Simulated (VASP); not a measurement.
GaN: single point with LDA

GaN:

```
Ga N
1.0
     0.01601    2.13524    2.13524
     2.15125    0.00000    2.15125
     2.13524    2.13524    0.01601
Ga N
1 1
Direct
  0.00000 0.00000 0.00000
  0.50000 0.50000 0.50000
```

The cell comes from a database or a generator and needn't be the stable form of this composition.

The cell isn't the ideal one: strain +0.0150 x Voigt [0, 0, 0, 0, 1, 0], atoms carried along.

| Quantity | Value |
| --- | --- |
| Program | VASP 6.6.1 |
| Task | single point |
| Functional | LDA |
| Potentials or basis | VASP PAW LDA potentials, release 64 (Ga_d, N) |
| Cutoff | 520 eV |
| k mesh | 14 × 14 × 14 |
| Occupations | gaussian, width 0.03 eV |
| Spin | no spin polarisation |
| Dipole correction | no |
| Further INCAR settings | ALGO = Fast; EDIFF = 1e-06; NBANDS = 16 |

| Quantity | Value |
| --- | --- |
| Pressure | -12.6 GPa |
| Band gap on the k mesh | 0.15 eV, indirect (least direct gap 2.35 eV) |

Stress tensor (GPa, compression positive):
```
-12.56   0.00  -3.13
  0.00 -12.62   0.00
 -3.13   0.00 -12.56
```

Levels at points of the mesh, in eV from the valence-band top:
| k point | band 5 | band 6 | band 7 | band 8 | band 9 | band 10 | band 11 | band 12 | band 13 | band 14 |
| --- | --- | --- | --- | --- | --- | --- | --- | --- | --- | --- |
| (0.00, 0.00, 0.00) | -14.08 | -14.08 | -0.65 | -0.56 | -0.46 | 1.88 | 14.19 | 14.41 | 14.63 | 14.99 |
| (0.50, 0.00, 0.00) | -13.96 | -13.81 | -8.19 | -0.30 | -0.24 | 4.37 | 8.50 | 8.61 | 8.77 | 15.81 |
| (0.00, 0.50, 0.00) | -13.96 | -13.88 | -8.31 | -0.23 | -0.17 | 4.55 | 8.70 | 8.76 | 8.81 | 15.93 |
| (0.50, 0.50, 0.00) | -13.91 | -10.99 | -7.01 | -3.03 | -3.03 | 0.16 | 7.66 | 11.38 | 13.81 | 13.82 |
| (0.50, 0.00, 0.50) | -13.91 | -10.99 | -7.01 | -3.17 | -2.89 | 0.15 | 7.67 | 11.40 | 13.76 | 13.87 |

It took 84 s on 1 thread of AMD EPYC 9R45 (Zen 5) (shared host), peak memory 0.2 GiB.

A k mesh can miss the band edges.
